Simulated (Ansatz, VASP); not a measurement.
Two plane-wave programs on WS3

```xyz
4
Lattice="4.8000 0.0000 0.0000 0.0000 4.8000 0.0000 0.0000 0.0000 4.8000" Properties=species:S:1:pos:R:3 pbc="T T T"
W     0.0000    0.0000    4.6703
S     0.0000    2.4000    0.0000
S     2.4000    0.0000    0.0000
S     0.0000    0.0000    2.4000
```

Alike in both runs: task relaxation of cell and atoms; functional PBE; k mesh 4 × 4 × 4; occupations gaussian, width 0.1 eV; no spin polarisation.

|  | VASP | Ansatz |
| --- | --- | --- |
| version | VASP 6.6.1 | Ansatz 0.2.0 |
| potentials or method | VASP PAW PBE potentials, release 64 (W_sv, S) | scalar-relativistic, plane waves, PAW |
| plane-wave cutoff (eV) | 600 | 420 |
| valence electrons in the cell | 32 | 32 |

VASP gave:

- gap on the k mesh at the Fermi level, each at its own relaxed structure (eV): none
- relaxed volume (Å³/atom): 25.67
- relaxed cell length with the largest relative difference (Å): 4.685
- energy change over the relaxation (meV/atom): -38

Q: Which values does Ansatz return?

A: gap on the k mesh at the Fermi level, each at its own relaxed structure (eV): none; relaxed volume (Å³/atom): 25.64; relaxed cell length with the largest relative difference (Å): 4.681; energy change over the relaxation (meV/atom): -39.

A gap of «none» marks a metal or a gap that the smearing closes.

Spin-orbit coupling is left out, which matters for the levels of W.
